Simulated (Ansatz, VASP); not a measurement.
Ca: VASP beside Ansatz

INCAR

```
SYSTEM = Ca
ALGO = Normal ; EDIFF = 1E-7
ENCUT = 520 ; GGA = PS
ISIF = 2 ; ISMEAR = -1
LASPH = .TRUE. ; LCHARG = .TRUE.
LELF = .TRUE. ; LREAL = .FALSE.
LVHAR = .TRUE. ; LWAVE = .FALSE.
NBANDS = 11 ; NELM = 100
PREC = Accurate ; SIGMA = 0.05
```

Contents of KPOINTS:

```
k-points
0
G
  13 13 13
  0 0 0
```

File POSCAR:

```
Ca
1.0
    0.0000000000      2.4785430330      2.4785430330
    2.4785430330      0.0000000000      2.4785430330
    2.4785430330      2.4785430330      0.0000000000
Ca
1
Direct
    0.0000000000      0.0000000000      0.0000000000
```

Input for Ansatz:

```yaml
crystal:
  lattice:
    - [0.0, 2.478543033, 2.478543033]
    - [2.478543033, 0.0, 2.478543033]
    - [2.478543033, 2.478543033, 0.0]
  atoms:
    - { symbol: Ca, position: [0.0, 0.0, 0.0] }
kpoints:
  mp_grid: { grid: [13, 13, 13] }
scf:
  occupations: { method: fermi_dirac, width: 0.05 }
hamiltonian:
  xc: pbesol
  pseudopotentials: { kind: all_electron, lapw: { basis_error: 0.001 } }
output:
  forces: true
  stress: true
  eigenvalues: true
  populations: true
```

Change from the starting cell: volume scaled by 0.75, LAPW.

Alike in both runs: task single point; functional PBEsol; k mesh 13 × 13 × 13; occupations fermi-dirac, width 0.05 eV; no spin polarisation.

|  | VASP | Ansatz |
| --- | --- | --- |
| version | VASP 6.6.1 | Ansatz 0.2.0 |
| potentials or method | VASP PAW PBE potentials, release 64 (Ca_sv) | all-electron LAPW, scalar-relativistic |
| plane-wave cutoff (eV) | 520 | see its input |

```tsv
	VASP	Ansatz	Ansatz less VASP
pressure (GPa)	8.0	8.0	-0.02
```

Ansatz ran all-electron here, so the differences hold the error of VASP's frozen core and of both bases.

Caveats: the PAW data sets were made with another functional, which shifts forces and pressure a little (VASP); an odd mesh through Γ misses points on the zone boundary, where band edges often lie.
